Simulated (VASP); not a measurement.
BaS, 2 atoms in the cell. Symmetry: Fm-3m, No. 225, cubic system. The conventional cell has a = 6.388 Å, b = 6.388 Å, c = 6.388 Å, α = 90.00°, β = 90.00°, γ = 90.00°. Ba (site symmetry m-3m) is surrounded by 6 S at 3.19 Å. S (site symmetry m-3m) has 6 Ba at 3.19 Å as nearest neighbours. 

```yaml
Program: VASP 6.6.1
Task: relaxation of cell and atoms
Functional: RPBE
Potentials_or_basis: VASP PAW PBE potentials, release 64 (Ba_sv, S)
Cutoff: 600 eV
k_mesh: 7 × 7 × 7
Occupations: fermi-dirac, width 0.05 eV
Spin: no spin polarisation
Further_INCAR_settings: ALGO = Normal; EDIFF = 1e-07; IBRION = 2; EDIFFG = -0.01; NSW = 60; ISIF = 3
```

Potentials or basis: VASP PAW PBE potentials, release 64 (Ba_sv, S).

Run with:

```console
$ cat potpaw_PBE.64/Ba_sv/POTCAR potpaw_PBE.64/S/POTCAR > POTCAR
$ mpirun -np 1 vasp_std > vasp.out
```

Hardware: 1 thread of Intel(R) Xeon(R) Platinum 8488C (Sapphire Rapids), on a shared host.

Task: How long does it take, and how much memory?

Result: Run time: 29 s on 1 thread of Intel(R) Xeon(R) Platinum 8488C (Sapphire Rapids), with other jobs on the host, peak memory 0.22 GiB. Counts: scf iterations 36, k points 20, ion steps 3.
